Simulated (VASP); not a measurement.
# Sn (I4_1/amd) in VASP: single point with LDA

Aim: the single point of Sn with LDA.

Everything below comes from runs of VASP 6.6.1. Logs are shortened: lines on timing, memory, paths and dates and some standing lists are left out, and cuts for length are marked.

### Step 1. The structure

The structure is tetragonal, space group I4_1/amd (No. 141). The conventional cell has a = 5.880 Å, b = 5.880 Å, c = 3.199 Å, α = 90.00°, β = 90.00°, γ = 90.00°. Sn (site symmetry -4m2) is surrounded by 6 Sn at 3.05 to 3.20 Å.

### Step 2. Single point, LDA

Input file INCAR:

```
SYSTEM = Sn
PREC = Accurate ; ENCUT = 520
EDIFF = 1E-6 ; ISMEAR = 0
SIGMA = 0.1 ; LREAL = .False.
LASPH = .True. ; NELM = 60
ALGO = Normal ; ISIF = 2
LWAVE = .False. ; LCHARG = .True.
GGA = CA ; LELF = .True.
LVHAR = .True. ; NBANDS = 21
```

Input file KPOINTS:

```
Automatic mesh
0
Gamma
  6 6 6
  0 0 0
```

Input file POSCAR:

```
Sn
1.0
   -2.9401404553      2.9401404553      1.5993019889
    2.9401404553     -2.9401404553      1.5993019889
    2.9401404553      2.9401404553     -1.5993019889
Sn
2
Direct
    0.7500000000      0.2500000000      0.5000000000
    0.0000000000      0.0000000000      0.0000000000
```

Potentials or basis: VASP PAW LDA potentials, release 64 (Sn_d).

Command:

```
$ cat potpaw_LDA.64/Sn_d/POTCAR > POTCAR
$ mpirun -np 1 vasp_std > vasp.out
```

OUTCAR:

```text
SYSTEM = Sn
   PREC = Accurate
   ENCUT = 520
   EDIFF = 1E-6
   ISMEAR = 0
   LREAL = .False.
   LASPH = .True.
   NELM = 60
   ISIF = 2
   GGA = CA

 ion  position               nearest neighbor table
   1  0.750  0.250  0.500-   2 3.05   2 3.05   2 3.05   2 3.05
   2  0.000  0.000  0.000-   1 3.05   1 3.05   1 3.05   1 3.05

  LATTYP: Found a body centered tetragonal cell.
 ALAT       =     5.8802809106
 C/A-ratio  =     0.5439542815

  Lattice vectors:

 A1 = (  -2.9401404553,   2.9401404553,   1.5993019889)
 A2 = (   2.9401404553,  -2.9401404553,   1.5993019889)
 A3 = (   2.9401404553,   2.9401404553,  -1.5993019889)

Analysis of symmetry for initial positions (statically):
=====================================================================
 Subroutine PRICEL returns:
 Original cell was already a primitive cell.

 Routine SETGRP: Setting up the symmetry group for a
 body centered tetragonal supercell.

 Subroutine GETGRP returns: Found 16 space group operations
 (whereof  8 operations were pure point group operations)
 out of a pool of 16 trial point group operations.

The static configuration has the point symmetry D_2d.
 The point group associated with its full space group is D_4h.

Analysis of symmetry for dynamics (positions and initial velocities):
=====================================================================
 Subroutine PRICEL returns:
 Original cell was already a primitive cell.

 Routine SETGRP: Setting up the symmetry group for a
 body centered tetragonal supercell.

 Subroutine GETGRP returns: Found 16 space group operations
 (whereof  8 operations were pure point group operations)
 out of a pool of 16 trial point group operations.

The dynamic configuration has the point symmetry D_2d.
 The point group associated with its full space group is D_4h.

 Subroutine INISYM returns: Found 16 space group operations
 (whereof  8 operations are pure point group operations),
 and found     1 'primitive' translations

----------------------------------------------------------------------------------------

                                     Primitive cell

  volume of cell :      55.3002

  direct lattice vectors                    reciprocal lattice vectors
    -2.940140455  2.940140455  1.599301989     0.000000000  0.170059903  0.312636390
     2.940140455 -2.940140455  1.599301989     0.170059903  0.000000000  0.312636390
     2.940140455  2.940140455 -1.599301989     0.170059903  0.170059903  0.000000000

  length of vectors
     4.454954393  4.454954393  4.454954393     0.355895888  0.355895888  0.240501021

  position of ions in fractional coordinates (direct lattice)
     0.750000000  0.250000000  0.500000000
     0.000000000  0.000000000  0.000000000

  ion indices of the primitive-cell ions
   primitive index   ion index
                 1           1
                 2           2

----------------------------------------------------------------------------------------

 KPOINTS: Automatic mesh

Automatic generation of k-mesh.
 Grid dimensions read from file:
 generate k-points for:    6    6    6

 Generating k-lattice:

  Cartesian coordinates                     Fractional coordinates (reciprocal lattice)
     0.000000000  0.028343317  0.052106065     0.166666667 -0.000000000  0.000000000
     0.028343317  0.000000000  0.052106065    -0.000000000  0.166666667  0.000000000
     0.028343317  0.028343317  0.000000000     0.000000000  0.000000000  0.166666667

  Length of vectors
     0.059315981  0.059315981  0.040083503

  Shift w.r.t. Gamma in fractional coordinates (k-lattice)
     0.000000000  0.000000000  0.000000000

 Subroutine IBZKPT returns following result:
 ===========================================

 Found     30 irreducible k-points:

 Following reciprocal coordinates:
            Coordinates               Weight
  0.000000  0.000000  0.000000      1.000000
  0.166667 -0.000000  0.000000      8.000000
  0.333333 -0.000000  0.000000      8.000000
  0.500000 -0.000000  0.000000      4.000000
  0.166667  0.166667  0.000000      8.000000
  0.333333  0.166667  0.000000     16.000000
[... 16 lines left out ...]
 -0.333333 -0.333333  0.166667      8.000000
 -0.166667 -0.333333  0.166667      8.000000
 [... further k-points ...]
   k-points           NKPTS =     30   k-points in BZ     NKDIM =     30   number of bands    NBANDS=     21
   number of dos      NEDOS =    301   number of ions     NIONS =      2
   total plane-waves  NPLWV =  46656
   dimension x,y,z NGX =    36 NGY =   36 NGZ =   36
   dimension x,y,z NGXF=    72 NGYF=   72 NGZF=   72
   ions per type =               2
   NGX,Y,Z   is equivalent  to a cutoff of  13.43, 13.43, 13.43 a.u.
   NGXF,Y,Z  is equivalent  to a cutoff of  26.87, 26.87, 26.87 a.u.
 SYSTEM =  Sn
   PREC   = accura    normal or accurate (medium, high low for compatibility)
   ISTART =      0    job   : 0-new  1-cont  2-samecut
   ICHARG =      2    charge: 1-file 2-atom 10-const
   ISPIN  =      1    spin polarized calculation?
   LNONCOLLINEAR =      F non collinear calculations
   LSORBIT =      F    spin-orbit coupling
   LASPH  =      T    aspherical Exc in radial PAW
   ENCUT  =  520.0 eV  38.22 Ry    6.18 a.u.   8.28  8.28  8.28*2*pi/ulx,y,z
   NELM   =     60;   NELMIN=  2; NELMDL= -5     # of ELM steps
   EDIFF  = 0.1E-05   stopping-criterion for ELM
   LREAL  =      F    real-space projection
   EDIFFG = 0.1E-04   stopping-criterion for IOM
   NSW    =      0    number of steps for IOM
   IBRION =     -1    ionic relax: 0-MD 1-quasi-New 2-CG
   NFREE  =      0    steps in history (QN), initial steepest desc. (CG)
   ISIF   =      2    stress and relaxation
   ISYM   =      2    0-nonsym 1-usesym 2-fastsym
   POTIM  = 0.5000    time-step for ionic-motion
   TEBEG  =    0.0;   TEEND  =   0.0 temperature during run
   PSTRESS=    0.0 pullay stress
   NELECT =      28.0000    total number of electrons
   NUPDOWN=      -1.0000    fix difference up-down
   EMIN   =  10.00;   EMAX   =-10.00  energy-range for DOS
   EFERMI =   0.00;   METHOD = LEGACY
   ISMEAR =     0;   SIGMA  =   0.10  broadening in eV -4-tet -1-fermi 0-gaus
   EFERMI_NEDOS =   21; number of points for ismear=-14 and -15
   IALGO  =     38    algorithm
   IMIX   =      4    mixing-type and parameters
     AMIX     =   0.40;   BMIX     =  1.00
     AMIX_MAG =   1.60;   BMIX_MAG =  1.00
  volume/ion in A,a.u.               =      27.65       186.59
  Fermi-wavevector in a.u.,A,eV,Ry     =   1.304824  2.465760 23.164816  1.702566
  Thomas-Fermi vector in A             =   2.435734
   LORBIT       =      0    0 simple, 1 ext, 2 COOP (PROOUT), +10 PAW based schemes
   GGA     = CA    functional components
   LHFCALC =     F    Hartree Fock is set to
   AEXX    =    0.0000 exact exchange contribution
   IVDW    =     0    specifies the selected vdW correction
   LEPSILON=     F    determine dielectric tensor
   LRPA    =     F    only Hartree local field effects (RPA)
 non-spin polarized calculation
 Gauss-broadening in eV      SIGMA  =   0.10
  energy-cutoff  :      520.00
  volume of cell :       55.30
 maximum number of plane-waves:      1502
 NGX is ok and might be reduce to    36
   NGX = 17   NGY = 17   NGZ = 17

 number of electron      27.9999990 magnetization

 Free energy of the ion-electron system (eV)
  ---------------------------------------------------
  ext. energy  EPLUGINS =         0.00000000
  ---------------------------------------------------
  free energy    TOTEN  =        -8.94161912 eV

  energy without entropy =       -8.93460387  energy(sigma->0) =       -8.93811149

 E-fermi :   7.5976     XC(G=0): -10.4589

 val. band max:        7.5482697387   @ k =  -0.3333   0.3333   0.1667
 cond. band min:       7.6097498548   @ k =  -0.1667  -0.1667   0.1667
 fundamental gap:      0.0614801161
 Fermi energy:         7.5976247201

 k-point     1 :       0.0000    0.0000    0.0000
  band No.  band energies     occupation
      1     -14.0517      2.00000
      2     -13.9815      2.00000
      3     -13.9287      2.00000
      4     -13.9282      2.00000
      5     -13.7810      2.00000
      6     -13.7810      2.00000
[... 13 lines left out ...]
     20      17.3098      0.00000
     21      17.9669      0.00000

 k-point     2 :       0.1667   -0.0000    0.0000
  band No.  band energies     occupation
      1     -14.0354      2.00000
      2     -13.9329      2.00000
      3     -13.9103      2.00000
      4     -13.8761      2.00000
      5     -13.8113      2.00000
      6     -13.7969      2.00000
[... 13 lines left out ...]
     20      15.6201      0.00000
     21      15.9413      0.00000

 k-point     3 :       0.3333   -0.0000    0.0000
  band No.  band energies     occupation
      1     -14.0005      2.00000
      2     -13.8860      2.00000
      3     -13.8813      2.00000
      4     -13.8706      2.00000
      5     -13.8437      2.00000
      6     -13.8117      2.00000
[... 13 lines left out ...]
     20      14.1670      0.00000
     21      16.8090      0.00000

 k-point     4 :       0.5000   -0.0000    0.0000
  band No.  band energies     occupation
      1     -13.9809      2.00000
      2     -13.9157      2.00000
      3     -13.8992      2.00000
      4     -13.8624      2.00000
      5     -13.8287      2.00000
      6     -13.8269      2.00000
[... 13 lines left out ...]
     20      17.0171      0.00000
     21      17.3665      0.00000

 k-point     5 :       0.1667    0.1667    0.0000
  band No.  band energies     occupation
      1     -14.0124      2.00000
      2     -13.8887      2.00000
      3     -13.8844      2.00000
      4     -13.8413      2.00000
      5     -13.8344      2.00000
      6     -13.8244      2.00000
[... 13 lines left out ...]
     20      14.8460      0.00000
     21      15.1492      0.00000

 k-point     6 :       0.3333    0.1667    0.0000
  band No.  band energies     occupation
      1     -13.9913      2.00000
      2     -13.9116      2.00000
      3     -13.8848      2.00000
      4     -13.8531      2.00000
      5     -13.8442      2.00000
      6     -13.8135      2.00000
[... 13 lines left out ...]
     20      16.2283      0.00000
     21      16.9418      0.00000

 k-point     7 :       0.5000    0.1667    0.0000
  band No.  band energies     occupation
      1     -13.9759      2.00000
      2     -13.9087      2.00000
      3     -13.8927      2.00000
      4     -13.8542      2.00000
      5     -13.8320      2.00000
      6     -13.8061      2.00000
[... 13 lines left out ...]
     20      15.8501      0.00000
     21      16.5942      0.00000
[... 291 lines left out ...]
      1     -13.9866      2.00000
      2     -13.9866      2.00000
      3     -13.8765      2.00000
      4     -13.8765      2.00000
      5     -13.7989      2.00000
      6     -13.7989      2.00000
[... 13 lines left out ...]
     20      17.6732      0.00000
     21      18.4109      0.00000

 k-point    21 :      -0.3333    0.5000    0.1667
  band No.  band energies     occupation
      1     -13.9589      2.00000
      2     -13.9480      2.00000
      3     -13.8887      2.00000
      4     -13.8339      2.00000
      5     -13.8217      2.00000
      6     -13.7841      2.00000
[... 13 lines left out ...]
     20      17.7991      0.00000
     21      18.8930      0.00000

 k-point    22 :      -0.1667    0.5000    0.1667
  band No.  band energies     occupation
      1     -13.9635      2.00000
      2     -13.9011      2.00000
      3     -13.8717      2.00000
      4     -13.8642      2.00000
      5     -13.8200      2.00000
      6     -13.8126      2.00000
[... 13 lines left out ...]
     20      17.6279      0.00000
     21      17.8678      0.00000

 k-point    23 :      -0.3333   -0.3333    0.1667
  band No.  band energies     occupation
      1     -13.9643      2.00000
      2     -13.8977      2.00000
      3     -13.8453      2.00000
      4     -13.8379      2.00000
      5     -13.8307      2.00000
      6     -13.8096      2.00000
[... 13 lines left out ...]
     20      17.2090      0.00000
     21      18.2452      0.00000

 k-point    24 :      -0.1667   -0.3333    0.1667
  band No.  band energies     occupation
      1     -13.9894      2.00000
      2     -13.8917      2.00000
      3     -13.8812      2.00000
      4     -13.8523      2.00000
      5     -13.8442      2.00000
      6     -13.8265      2.00000
[... 13 lines left out ...]
     20      16.5366      0.00000
     21      18.2447      0.00000

 [... further k-points ...]

------------------------ aborting loop because EDIFF is reached ----------------------------------------

  FORCE on cell =-STRESS in cart. coord.  units (eV):
  Direction    XX          YY          ZZ          XY          YZ          ZX
  --------------------------------------------------------------------------------------
  -------------------------------------------------------------------------------------
  Total       -0.8618211     -0.8618211     -1.2835338      0.0000000      0.0000000      0.0000000
  in kB      -24.9689973    -24.9689973    -37.1870110      0.0000000      0.0000000      0.0000000
  external PRESSURE =     -29.0416686 kB  Pullay stress =       0.0000000 kB

 VOLUME and BASIS-vectors are now :
 -----------------------------------------------------------------------------
  energy-cutoff  :      520.00
  volume of cell :       55.30
      direct lattice vectors                 reciprocal lattice vectors
    -2.940140455  2.940140455  1.599301989     0.000000000  0.170059903  0.312636390
     2.940140455 -2.940140455  1.599301989     0.170059903  0.000000000  0.312636390
     2.940140455  2.940140455 -1.599301989     0.170059903  0.170059903  0.000000000

 POSITION                                       TOTAL-FORCE (eV/Angst)
 -----------------------------------------------------------------------------------
      0.00000      2.94014      0.79965        -0.000000      0.000000      0.000000
      0.00000      0.00000      0.00000         0.000000     -0.000000     -0.000000
 -----------------------------------------------------------------------------------
    total drift:                               -0.000000      0.000000     -0.000000

  FREE ENERGIE OF THE ION-ELECTRON SYSTEM (eV)
  ---------------------------------------------------
  free  energy   TOTEN  =        -8.9416191186 eV

  energy  without entropy=       -8.9346038655  energy(sigma->0) =       -8.93811149
```

It took 12 s on 1 thread of Intel Xeon 6975P-C (Granite Rapids), shared host; peak memory 0.18 GiB.

What came out:

```yaml
Free_energy: -8.9416 eV
Pressure: -2.9 GPa
Band_gap_on_the_k_mesh: none (metal or under the smearing width)
```

Levels at points of the mesh, in eV from the Fermi level:
| k point | band 10 | band 11 | band 12 | band 13 | band 14 | band 15 | band 16 | band 17 | band 18 | band 19 |
| --- | --- | --- | --- | --- | --- | --- | --- | --- | --- | --- |
| (0.00, 0.00, 0.00) | -21.17 | -11.14 | -3.93 | -2.05 | -2.05 | 2.97 | 5.93 | 5.93 | 6.53 | 6.61 |
| (0.50, 0.00, 0.00) | -21.24 | -7.05 | -5.49 | -2.50 | -1.79 | -1.22 | 2.20 | 2.64 | 4.44 | 7.04 |
| (0.50, 0.50, 0.00) | -21.30 | -8.95 | -8.95 | 0.47 | 0.47 | 1.39 | 1.39 | 5.77 | 5.77 | 9.43 |
| (0.50, 0.50, 0.50) | -21.36 | -7.68 | -7.68 | -4.80 | -4.80 | 4.85 | 4.85 | 8.94 | 8.94 | 12.41 |

Caveat: the k mesh is coarse (spacing up to 0.37 Å⁻¹), so the values aren't converged.
